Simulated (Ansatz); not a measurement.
Zn:

```xyz
2
Lattice="2.6700 0.0000 0.0000 -1.3350 2.3123 0.0000 0.0000 0.0000 4.9660" Properties=species:S:1:pos:R:3 pbc="T T T"
Zn    1.3350    0.7708    3.7245
Zn    0.0000    1.5415    1.2415
```

| Item | Value |
| --- | --- |
| Program | Ansatz 0.2.0 |
| Task | relaxation of cell and atoms |
| Functional | PBE0 |
| Potentials or basis | Ansatz PAW |
| Cutoff | 420 eV (not typed: the program's choice for these potentials) |
| k mesh | 6 × 6 × 3 |
| Occupations | fermi-dirac, width 0.05 eV |
| Spin | no spin polarisation |

At the start: volume 15.33 Å³/atom.

Problem. Where does the relaxation end?

Solution. It ends after 5 steps and the volume is 15.26 Å³/atom (-0.4 %); space group P6_3/mmc (No. 194, to 0.05 Å).

The path:
| step | energy change (eV) | largest force (eV/Å) | volume (Å³) |
| --- | --- | --- | --- |
| 1 | 0.0000 | 0.0000 | 30.66 |
| 2 | -0.0195 | 0.0000 | 30.97 |
| 3 | -0.0211 | 0.0000 | 30.70 |
| 4 | -0.0215 | 0.0000 | 30.53 |
| 5 | -0.0214 | 0.0000 | 30.53 |

Final structure:
```xyz
2
Lattice="2.6308 0.0000 0.0000 -1.3154 2.2784 0.0000 0.0000 0.0000 5.0928" Properties=species:S:1:pos:R:3 pbc="T T T"
Zn    1.3154    0.7595    3.8196
Zn    0.0000    1.5189    1.2732
```

Caveat: the k mesh is coarse (spacing up to 0.45 Å⁻¹), so the values aren't converged, least of all with exact exchange; the plane-wave basis is chosen anew once the cell has moved, so the energies of steps on either side of that aren't comparable; the PAW data sets come from PBE, with cores solved anew for the run's functional, which leaves a small shift of forces and pressure.
